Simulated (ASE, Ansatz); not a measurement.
# Generalised stacking fault on (110) of a KCl-RbCl solid solution (80 atoms): a single point

Aim: energy, forces, charges and density of states of generalised stacking fault on (110) of a KCl-RbCl solid solution (80 atoms) at a fixed geometry.

Method: Kohn-Sham DFT, PBE, PAW (set soft_2), plane waves, in Ansatz 0.2.0.

### 1. The structure

The cell holds 80 atoms: 13 Rb, 40 Cl and 27 K. Its edges and angles: a = 7.339 Å, b = 10.379 Å, c = 26.137 Å, α = 90.0°, β = 85.3°, γ = 90.0°. It derives from KCl and RbCl. CsCl-type KCl lattice (a = 3.6697 Å, the value set for the mixture), cell with z along [110], 2 x 2 x 5 periods; the third cell vector is tilted by 0.583 of [001] and lengthened by 0.1 Å, so the cell holds one fault; displaced by a Gaussian of 0.01 Å; 13 of 40 K sites given to Rb at random (lattice constant by Vegard's rule between KCl and RbCl).

Limits known from the start: The host structure and its lattice constant were typed by rule, without a check against the phase diagram.

### 2. Plane-wave single point

One self-consistent run at the given positions yields energy and forces.

input.yaml

```yaml
crystal:
  lattice:
    - [7.3394, 0.0, 0.0]
    - [0.0, 10.37948, 0.0]
    - [2.14068, 0.0, 26.0487]
  atoms:
    - { symbol: Rb, position: [0.70875, 0.00092, 0.99566] }
    - { symbol: Cl, position: [0.22043, 0.00062, 0.09925] }
    - { symbol: K, position: [0.21009, 0.99894, 0.99608] }
    - { symbol: Cl, position: [0.7223, 0.9991, 0.09992] }
    - { symbol: K, position: [0.7072, 0.49869, 0.99572] }
    - { symbol: Cl, position: [0.22253, 0.49817, 0.09923] }
    - { symbol: K, position: [0.20705, 0.49943, 0.99551] }
    - { symbol: Cl, position: [0.72401, 0.49891, 0.09929] }
    - { symbol: K, position: [0.9726, 0.25071, 0.09866] }
    - { symbol: Cl, position: [0.19323, 0.24935, 0.19882] }
    - { symbol: Rb, position: [0.47109, 0.24975, 0.0991] }
    - { symbol: Cl, position: [0.69361, 0.24953, 0.19853] }
    - { symbol: K, position: [0.94399, 0.99888, 0.19899] }
    - { symbol: Cl, position: [0.16369, 0.00132, 0.29812] }
    - { symbol: Rb, position: [0.44179, 0.00078, 0.19902] }
    - { symbol: Cl, position: [0.66328, 0.99887, 0.29884] }
    - { symbol: K, position: [0.96963, 0.74814, 0.09963] }
    - { symbol: Cl, position: [0.19091, 0.75033, 0.19914] }
    - { symbol: K, position: [0.4726, 0.75142, 0.09866] }
    - { symbol: Cl, position: [0.69316, 0.74958, 0.1989] }
    - { symbol: K, position: [0.94167, 0.50196, 0.19937] }
    - { symbol: Cl, position: [0.16272, 0.49997, 0.29846] }
    - { symbol: K, position: [0.44205, 0.50155, 0.19845] }
    - { symbol: Cl, position: [0.66364, 0.49973, 0.29901] }
    - { symbol: K, position: [0.91126, 0.24855, 0.29879] }
    - { symbol: Cl, position: [0.13332, 0.25023, 0.39814] }
    - { symbol: K, position: [0.41417, 0.24952, 0.29866] }
    - { symbol: Cl, position: [0.63153, 0.25172, 0.39778] }
    - { symbol: Rb, position: [0.88123, 0.99859, 0.39799] }
    - { symbol: Cl, position: [0.10458, 0.00269, 0.49788] }
    - { symbol: Rb, position: [0.38078, 0.00218, 0.39826] }
    - { symbol: Cl, position: [0.60513, 0.99894, 0.49801] }
    - { symbol: K, position: [0.91302, 0.74991, 0.29759] }
    - { symbol: Cl, position: [0.13218, 0.75149, 0.3978] }
    - { symbol: Rb, position: [0.41296, 0.75012, 0.2985] }
    - { symbol: Cl, position: [0.63415, 0.7496, 0.39834] }
    - { symbol: K, position: [0.88456, 0.50076, 0.39757] }
    - { symbol: Cl, position: [0.1022, 0.49905, 0.49769] }
    - { symbol: K, position: [0.3847, 0.49924, 0.39807] }
    - { symbol: Cl, position: [0.60403, 0.50026, 0.49752] }
    - { symbol: Rb, position: [0.85508, 0.24981, 0.49807] }
    - { symbol: Cl, position: [0.07436, 0.24918, 0.5978] }
    - { symbol: K, position: [0.35557, 0.25017, 0.49754] }
    - { symbol: Cl, position: [0.57675, 0.24835, 0.59776] }
    - { symbol: K, position: [0.82659, 0.99892, 0.59714] }
    - { symbol: Cl, position: [0.0484, 0.99979, 0.6969] }
    - { symbol: K, position: [0.32914, 0.99889, 0.59774] }
    - { symbol: Cl, position: [0.54505, 0.00089, 0.6967] }
    - { symbol: K, position: [0.8566, 0.75044, 0.49765] }
    - { symbol: Cl, position: [0.07524, 0.74896, 0.59783] }
    - { symbol: K, position: [0.35747, 0.75048, 0.49779] }
    - { symbol: Cl, position: [0.57502, 0.74877, 0.59786] }
    - { symbol: K, position: [0.82553, 0.49884, 0.59711] }
    - { symbol: Cl, position: [0.04652, 0.4991, 0.69631] }
    - { symbol: Rb, position: [0.32596, 0.49942, 0.59705] }
    - { symbol: Cl, position: [0.54588, 0.50057, 0.69699] }
    - { symbol: Rb, position: [0.79734, 0.25001, 0.69702] }
    - { symbol: Cl, position: [0.01574, 0.24898, 0.79682] }
    - { symbol: K, position: [0.29654, 0.24964, 0.69698] }
    - { symbol: Cl, position: [0.51892, 0.25107, 0.79683] }
    - { symbol: K, position: [0.76888, 0.00029, 0.79629] }
    - { symbol: Cl, position: [0.98779, 0.9996, 0.89657] }
    - { symbol: K, position: [0.26905, 0.00109, 0.79594] }
    - { symbol: Cl, position: [0.48942, 0.00119, 0.896] }
    - { symbol: Rb, position: [0.79482, 0.74889, 0.69675] }
    - { symbol: Cl, position: [0.01469, 0.74988, 0.79577] }
    - { symbol: K, position: [0.29874, 0.74961, 0.69764] }
    - { symbol: Cl, position: [0.51807, 0.74917, 0.79655] }
    - { symbol: Rb, position: [0.76672, 0.50013, 0.79658] }
    - { symbol: Cl, position: [0.99049, 0.50137, 0.89549] }
    - { symbol: Rb, position: [0.26924, 0.50019, 0.79643] }
    - { symbol: Cl, position: [0.49057, 0.49923, 0.89666] }
    - { symbol: K, position: [0.73685, 0.24854, 0.89646] }
    - { symbol: Cl, position: [0.96048, 0.24951, 0.99587] }
    - { symbol: K, position: [0.23967, 0.24925, 0.89615] }
    - { symbol: Cl, position: [0.45865, 0.2492, 0.99604] }
    - { symbol: K, position: [0.7397, 0.74971, 0.89558] }
    - { symbol: Cl, position: [0.95858, 0.74949, 0.99572] }
    - { symbol: Rb, position: [0.24018, 0.75033, 0.89632] }
    - { symbol: Cl, position: [0.46188, 0.75161, 0.99571] }
kpoints:
  mp_grid: { grid: [2, 1, 1] }
hamiltonian:
  xc: pbe
scf:
  occupations: { method: gaussian, width: 0.025 }
output:
  forces: true
  stress: true
  populations: true
  dos:
    method: { smearing: { sigma: 0.15 } }
    de: 0.1
    projected: { site_lists: { Cl: [Cl], K: [K], Rb: [Rb] } }
  eigenvalues: true
  write_density: true
  write_potential: true
  volumetric_format: npy
```

Started as:

```bash
$ ansatz run input.yaml --threads 8 --pin off --max-ram 15872MiB --backend cpu --events-out ev --progress --plain --runs-dir out
```

Numbers of over 12 decimals in the logs are rounded to 6 here.

The program printed:

```text
Engine: ansatz 0.2.0, aarch64-unknown-linux-gnu
Pseudopotentials: kind: paw
Pseudopotential: Rb, paw, valence charge 9, recommended cutoff 420 eV (normal), Rb.paw.azcp
Pseudopotential: Cl, paw, valence charge 7, recommended cutoff 420 eV (normal), Cl.paw.azcp
Pseudopotential: K, paw, valence charge 9, recommended cutoff 420 eV (normal), K.paw.azcp
[... 5 lines on functional and potentials left out ...]
Crystal: 80 atoms, lattice volume = 1984.368 Å³
Basis set: ecut = 420 eV, 38857 PW (Γ), exchange–correlation on 100×144×360 points (8 copies of the dense FFT grid, shifted against one another)
Bands: 400, of which v1, the nominal top of the filled ones, is band 320 counted from 1 (319 counted from 0)
Symmetry: 1 space group operations
Space group: P1 (ITA 1), of the structure as read, at distance tolerance 1.3e-4 Å
k-points: 2
[... 7 lines on functional and potentials left out ...]
Initial density: superposition of atomic densities (neutral atoms: chi_scale 0, normalization atom), corrected by the library's trained network
Initial wavefunctions: pseudopotential atomic-orbital guess
Functional: x = pbe(κ = 0.804, μ = 0.219515), c = pbe(β = 0.066725)
SCF iter   1: F=—  HF=-127320.301177 eV  |F-HF|=—  |Δ(HF+E_count)|=         —  Δρ=4.01e-4  dr2=1.08e-2  ethr=1.77e-3  ⟨swp⟩=12.5  Hψ=4870  notcnv=0  defer=33
preconditioner: auto → Resta (q_TF=auto, 2.259 Å⁻¹)  ε∞=2.9  [insulator: Δε(μ)=5.513 eV  Ē_g=14.317 eV  σ=0.025 eV  W_gap=1.00  n_scr=398 (ndim 8)  ℏωp=19.7 eV  f_vac=0.003  D(μ)=0.00/eV (n_scr^D=0)  ε∞_Penn≈2.9]
SCF iter   2: F=—  HF=-127320.276228 eV  |F-HF|=—  |Δ(HF+E_count)|=   2.49e-2  Δρ=2.18e-4  dr2=2.89e-3  ethr=1.69e-6  ⟨swp⟩=3.5  Hψ=1668  notcnv=0  defer=97
SCF iter   3: F=—  HF=-127320.275273 eV  |F-HF|=—  |Δ(HF+E_count)|=   9.55e-4  Δρ=9.86e-5  dr2=2.56e-4  ethr=4.52e-7  ⟨swp⟩=2.0  Hψ=1137  notcnv=0  defer=97
SCF iter   4: F=—  HF=-127320.275211 eV  |F-HF|=—  |Δ(HF+E_count)|=   6.26e-5  Δρ=3.59e-5  dr2=2.99e-5  ethr=4.00e-8  ⟨swp⟩=2.5  Hψ=1132  notcnv=0  defer=97
SCF iter   5: F=—  HF=-127320.273832 eV  |F-HF|=—  |Δ(HF+E_count)|=   1.38e-3  Δρ=7.05e-6  dr2=9.26e-7  ethr=4.67e-9  ⟨swp⟩=2.0  Hψ=1398  notcnv=0  defer=126
SCF iter   6: F=—  HF=-127320.273833 eV  |F-HF|=—  |Δ(HF+E_count)|=   6.97e-7  Δρ=1.87e-6  dr2=1.08e-7  ethr=1.56e-11  ⟨swp⟩=18.0  Hψ=6835  notcnv=0
SCF iter   7: F=-127320.273833 eV  HF=-127320.273833 eV  |F-HF|=2.62e-10  |Δ(HF+E_count)|=   5.21e-9  Δρ=6.83e-7  dr2=6.83e-9  ethr=1.56e-11  ⟨swp⟩=7.0  Hψ=4270  notcnv=0
SCF 1 converged in 7 iterations: F = -127320.273833 eV  dr2 = 6.83e-9
  greatest PAW one-centre occupation: 0.988 electrons in one spin orbital (limit 2), on the K atom at site 8 (counted from 0), in its partial waves of l = 0
SCF converged after 7 iterations
Free energy (F): -127320.273833 eV
Harris-Foulkes:  -127320.273833 eV  (|F-HF|=2.62e-10)
Internal energy: -127320.273833 eV  (E = F + TS)
E sigma→0 (E₀):  -127320.273833 eV
Fermi energy:    6.421014 eV
--- Per-component energies (eV) ---
  E_band       = -3488.323965
  E_kinetic    = 15944.295718
  E_local      = -27223.071094  (includes V_loc(G=0)·N_el)
  E_nonlocal   = 3740.023519
  E_hartree    = 8204.224872
  E_xc         = -9711.269165
  E_vxc        = -11218.563794  (∫ρ·V_xc dr)
  E_paw        = -81520.642495  (= ΣΔE_a)
  E_vpaw       = -1139.455619  (= ΣTr[D̂ρ^β])
  E_aug_tail   = 0.003469  (compensation charges beyond the density's cutoff)
  E_ewald      = -36753.838657
  E_smearing   = -0.000000  (= −TS)
  E_closure    = -0.000000  (closes the sum)
  Σ components = -127320.273833   (vs F -127320.273833, Δ=0.00e0)
--- Forces (eV/Å), atoms counted from 1 ---
  atom   1  Rb    -0.10855360    -0.02531882    -1.11006205
  atom   2  Cl    -0.06509774    -0.15693744     0.58072058
  atom   3  K     -0.11501894     0.00185411    -0.84371549
  atom   4  Cl     0.33966172    -0.13005042     1.10442949
  atom   5  K     -0.05981478     0.03260684    -0.78712358
  atom   6  Cl     0.01555798     0.19259254     0.64455079
  atom   7  K     -0.07501406     0.02249905    -0.75623807
  atom   8  Cl     0.14741078     0.15802392     0.65513016
  atom   9  K      0.08872998    -0.01300455     0.93197706
  atom  10  Cl    -0.20259572     0.17123054     0.13893310
  atom  11  Rb     0.20102413     0.00997406     1.32569316
  atom  12  Cl     0.18943908     0.15020887     0.16490161
  atom  13  K     -0.03205366     0.04867885    -0.00848405
  atom  14  Cl    -0.19975146     0.09089831    -0.08484633
[...]
atom  79  Rb    -0.02497528     0.02456983    -0.01978785
  atom  80  Cl    -0.13853898    -0.18072377    -0.62358830
  max |Σ_I F_I| component: 1.19e-5 eV/Å
--- Stress (GPa, compression-positive) ---
        5.185676       0.007790       0.208295
        0.007790       4.682085      -0.002948
        0.208295      -0.002948       6.431408
  P = ⅓ Tr σ = 5.4331 GPa (54.331 kbar)
--- Band table (eV) ---
  k-point 0: bands = ["-24.1645", "-24.1630", "-24.1589", "-24.1557", [... 384 levels ...], "12.0871", "12.0984", "12.1423", "12.2182", "12.2258", "12.2429", "12.2569", "12.2673", "12.2727", "12.2904", "12.3095", "12.3169"]
  k-point 1: bands = ["-24.1638", "-24.1614", "-24.1568", "-24.1507", [... 384 levels ...], "12.0980", "12.1046", "12.1361", "12.1552", "12.1711", "12.2302", "12.2432", "12.2643", "12.2742", "12.2892", "12.3255", "12.3435"]
--- Löwdin populations: 80 sites ---
  site symbol       q [e]
     0     Rb      8.1940
     1     Cl      7.6979
     2      K      8.2458
[...]
79     Cl      7.6991
  spilling = 0.004382 (of n_electrons = 640.000000)
```

Elapsed: 44 s, on 8 threads of Arm Neoverse V2, shared host; peak memory 6.8 GiB; 5.6 min of CPU time.

The column dr2 measures how far the density is from self-consistency, as an energy; F and HF (Harris–Foulkes) agree once it is small.

Numbers from this run:

- free energy: -127320.2738 eV
- free energy per atom: -1591.5034 eV/atom
- SCF cycles: 7
- pressure: 5.433 GPa
- r.m.s. force component: 0.2531 eV/Å
- longest force: 1.484 eV/Å
- Fermi energy: 6.421 eV
- gap (highest filled to lowest empty level): 5.515 eV
- spilling of the projection: 0.004382

Neighbours are counted within 3.62 Å (Cl-K), 3.62 Å (Cl-Rb).

Length of the force by element and coordination:

```csv
element,coordination,atoms,mean length of the force (eV/Å),spread,least,most
Cl,all,40,0.352,0.280,0.123,1.48
Cl,7,8,0.825,0.306,0.539,1.48
Cl,8,32,0.234,0.0669,0.123,0.360
K,all,27,0.220,0.328,0.0072,0.936
K,7,6,0.830,0.0664,0.756,0.936
K,8,21,0.0453,0.0208,0.0072,0.0887
Rb,all,13,0.232,0.427,0.0237,1.34
Rb,7,2,1.23,0.113,1.12,1.34
Rb,8,11,0.0513,0.0174,0.0237,0.0768
```

Löwdin charges by element and coordination (they lack the spilled electrons, 0.035 e an atom on average):

```csv
element,coordination,atoms,mean charge (e),spread,least,most
Cl,all,40,-0.699,7.0e-4,-0.701,-0.698
Cl,7,8,-0.699,0.0011,-0.701,-0.698
Cl,8,32,-0.699,6.0e-4,-0.701,-0.698
K,all,27,0.756,0.0066,0.742,0.767
K,7,6,0.762,0.0044,0.754,0.767
K,8,21,0.754,0.0062,0.742,0.763
Rb,all,13,0.797,0.0056,0.787,0.806
Rb,7,2,0.804,0.0018,0.802,0.806
Rb,8,11,0.796,0.0051,0.787,0.804
```

Density of states as counts of states in windows of 1 eV (from the Fermi level), total and the larger projections:

```csv
from (eV),to (eV),total,Cl p,Cl s,Rb p,K p
-18,-17,0.0,0.0,0.0,0.0,0.0
-17,-16,0.4,0.0,0.3,0.0,0.1
-16,-15,78.7,0.2,66.0,0.8,6.6
-15,-14,84.5,0.7,3.1,0.2,80.4
-14,-13,78.5,0.4,4.9,0.1,73.0
-13,-12,0.0,0.0,0.0,0.0,0.0
-12,-11,50.4,1.2,0.7,48.1,0.2
-11,-10,27.6,0.5,0.4,26.6,0.1
-10,-6,0.0,0.0,0.0,0.0,0.0
-6,-5,0.2,0.2,0.0,0.0,0.0
-5,-4,74.4,68.9,0.2,0.6,0.6
-4,-3,138.4,133.2,0.3,1.2,0.7
-3,-2,26.9,26.5,0.0,0.1,0.0
-2,2,0.0,0.0,0.0,0.0,0.0
2,3,1.0,0.0,0.2,0.0,0.0
3,4,16.0,0.2,0.5,0.0,0.0
4,5,61.1,1.5,1.5,0.1,0.1
```

The stored curve holds about 560 of the 640 electrons; the rest, give or take the few that broadening carries across the Fermi level, lie in deeper levels below its range.

The levels nearest the highest filled one (over half full), pooled over k-points and spins:

```csv
level less the highest filled one (eV),occupation
-0.104,2
-0.0853,2
-0.0321,2
-0.031,2
-0.015,2
0,2
5.52,0
5.96,0
6.09,0
6.18,0
6.26,0
6.29,0
```

Electrostatic potential energy in the ca plane at fractional y = 0.000, with atoms of Rb and Cl and K within 0.2 Å of it. With pseudopotentials it is smooth inside the atoms' cores, unlike the true potential.

Ten even steps from '0' (-67 eV) to '9' (10 eV), each cell a mean:
```
99999999999963236899999999841268999999999988
99999999999974336899999999710027999999999755
89999999999986557999999999710017999999998533
57999865799998889999999999841148999999998532
04899632479999999999767899987689999999999744
01799632369999999998433699999999998778999877
02799843479999999997322589999999996335899999
46899987899999999998533699999999984223799999
88999999999987678999867899999999996324899999
99999999999962026999999999987789998667999999
99999999999840003899999999851268999999999988
99999999999850003899999999710027999999999755
99999999999984126899999999710017999999998533
68999865799998778999999999851148999999998532
35899632479999999999767899987689999999999754
34799622369999999997433699999999998778999987
35899743479999999997322589999999996335899999
67899987799999999998533699999999984223899999
89999999999987789999867899999999996324899999
99999999999975457999999999987889998657999999
```
Columns run along c (16.0 Å, from fractional 0.00 to 0.61 of the cell; values clipped at the 3rd and 97th percentile), rows up along a (7.3 Å). Atoms in or near the plane, at fractional coordinates: Cl at (0.10, 0.22), Cl at (0.10, 0.72), K at (0.20, 0.94), Cl at (0.30, 0.16), Rb at (0.20, 0.44), Cl at (0.30, 0.66), Rb at (0.40, 0.88), Cl at (0.50, 0.10), Rb at (0.40, 0.38), Cl at (0.50, 0.61), K at (0.60, 0.83), K at (0.60, 0.33).

Valence density in the ca plane at fractional y = 0.000, with atoms of Rb and Cl and K within 0.2 Å of it. It is the smooth field of the valence electrons, not physical close to the nuclei.

Values in e/Å³, 11 rows by 16 columns, each cell a mean:
```
3.7 0.4 0.1 0.1 0.6 1.8 0.6 0.2 0.3 0.1 1.0 0.3 0.4 1.0 0.2 0.1
1.6 0.2 0.2 0.1 0.7 1.8 0.8 0.1 0.1 0.3 3.4 1.5 0.1 0.1 0.1 1.6
0.1 0.1 1.0 0.7 0.2 0.9 0.3 0.3 0.3 0.2 2.3 1.1 0.1 0.1 0.1 2.8
0.0 0.2 1.1 1.2 0.1 0.1 0.1 1.0 1.2 0.2 0.2 0.1 0.4 0.7 0.2 0.9
0.6 0.2 1.0 1.0 0.1 0.1 0.1 1.1 1.2 0.2 0.0 0.1 0.9 1.2 0.4 0.1
1.8 0.4 0.2 0.2 0.3 1.2 0.3 0.4 0.8 0.1 0.3 0.1 0.7 1.4 0.4 0.0
1.8 0.4 0.1 0.1 0.7 1.8 0.8 0.1 0.1 0.2 2.4 1.0 0.2 0.4 0.1 0.6
0.6 0.2 0.5 0.3 0.4 1.7 0.6 0.1 0.1 0.2 3.3 1.7 0.1 0.1 0.1 2.6
0.0 0.2 1.3 1.1 0.1 0.3 0.1 0.6 0.8 0.1 0.8 0.4 0.2 0.3 0.1 2.0
0.1 0.2 1.2 1.2 0.1 0.0 0.1 1.2 1.1 0.2 0.0 0.1 0.7 1.3 0.3 0.3
1.7 0.2 0.5 0.5 0.2 0.4 0.1 0.9 1.3 0.2 0.0 0.1 0.9 1.1 0.5 0.0
```
Columns run along c (16.0 Å, from fractional 0.19 to 0.80 of the cell), rows up along a (7.3 Å). Atoms in or near the plane, at fractional coordinates: K at (0.20, 0.94), Cl at (0.30, 0.16), Rb at (0.20, 0.44), Cl at (0.30, 0.66), Rb at (0.40, 0.88), Cl at (0.50, 0.10), Rb at (0.40, 0.38), Cl at (0.50, 0.61), K at (0.60, 0.83), Cl at (0.70, 0.05), K at (0.60, 0.33), Cl at (0.70, 0.55), K at (0.80, 0.77), K at (0.80, 0.27).

Forces differ by site in this geometry: Cl atoms with 7 neighbours bear 0.83 eV/Å on average, against 0.23 eV/Å for those with 8. Mean Löwdin charges: Cl -0.70, K +0.76, Rb +0.80 e (they miss 0.44 % of the electrons, so they add up to more than the cell's charge).

(Part 1 of 2 ends here.)

[Logs are printed without paths, hosts, clocks, repeated set-up lines and the standing remarks that a program may print on its own settings, such as how far it seeks lower states.]

[Hosts, paths, dates, database ids (printed as entryN), source tags and the programs' standing remarks are cut or masked in the printed files.]
